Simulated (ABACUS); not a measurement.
Cu:

```xyz
1
Lattice="0.0000 1.8075 1.8075 1.8075 0.0000 1.8075 1.8075 1.8075 0.0000" Properties=species:S:1:pos:R:3 pbc="T T T"
Cu    0.0000    0.0000    0.0000
```

```yaml
Program: ABACUS 3.10.1
Task: relaxation of cell and atoms
Functional: WC
Potentials_or_basis: SG15 ONCV 1.2 PBE
Cutoff: 1252 eV
Density_cutoff: 5007 eV
Basis: plane waves
k_mesh: 10 × 10 × 10
Occupations: fermi-dirac, width 0.05 eV
Spin: no spin polarisation
```

At the start: pressure -6.1 GPa; volume 11.81 Å³/atom.

**Question.** Where does the relaxation end?

**Answer.** Over 7 steps the energy falls by 9.3 meV/atom and the volume is 11.34 Å³/atom (-4.0 %); space group Fm-3m (No. 225, to 0.05 Å).

Step by step:
| step | energy change (eV) | largest force (eV/Å) | pressure (GPa) | volume (Å³) |
| --- | --- | --- | --- | --- |
| 1 | 0.0000 | 0.0000 | -6.09 | 11.81 |
| 2 | -0.0046 | 0.0000 | 4.90 | 11.03 |
| 3 | -0.0093 | 0.0000 | -0.06 | 11.34 |
| 4 | -0.0093 | 0.0000 | 0.05 | 11.34 |
| 5 | -0.0093 | 0.0000 | -0.03 | 11.34 |
| 6 | -0.0093 | 0.0000 | 0.07 | 11.34 |
| 7 | -0.0093 | 0.0000 | -0.02 | 11.34 |

Final structure:
```
CELL_PARAMETERS angstrom
0.00000 1.78336 1.78336
1.78336 0.00000 1.78336
1.78336 1.78336 0.00000
ATOMIC_POSITIONS crystal
Cu 0.00000 0.00000 0.00000
```

Caveat: the potentials were made for another functional, which shifts forces and pressure.
